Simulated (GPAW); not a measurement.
The system is BN.

```
N B
1.0
     0.00000    1.81300    1.81300
     1.81300    0.00000    1.81300
     1.81300    1.81300    0.00000
N B
1 1
Direct
  0.75000 0.75000 0.75000
  0.00000 0.00000 0.00000
```

The cell is a database's computed one.

Base run:

```yaml
Program: GPAW 26.7.0
Functional: PBE
Potentials_or_basis: SG15 ONCV 1.2
Cutoff: 1100 eV
Basis: pw
k_mesh: 10 × 10 × 10
Occupations: fermi-dirac, width 0.05 eV
Spin: no spin polarisation
```

Its results: band gap on the k mesh 4.53 eV, indirect (least direct gap 8.76 eV).

The run is repeated on the same cell with these changes: functional from PBE to TB-mBJ; potentials or basis from SG15 ONCV 1.2 to GPAW PAW data sets for LDA (gpaw-data 1.2.1); cutoff from 1100 eV to 800 eV. What comes out?

Band gap on the k mesh 5.83 eV, indirect (least direct gap 10.35 eV).

Caveats: a model potential gives levels but no total energy (some runs).

Not every run made on this cell is shown here.
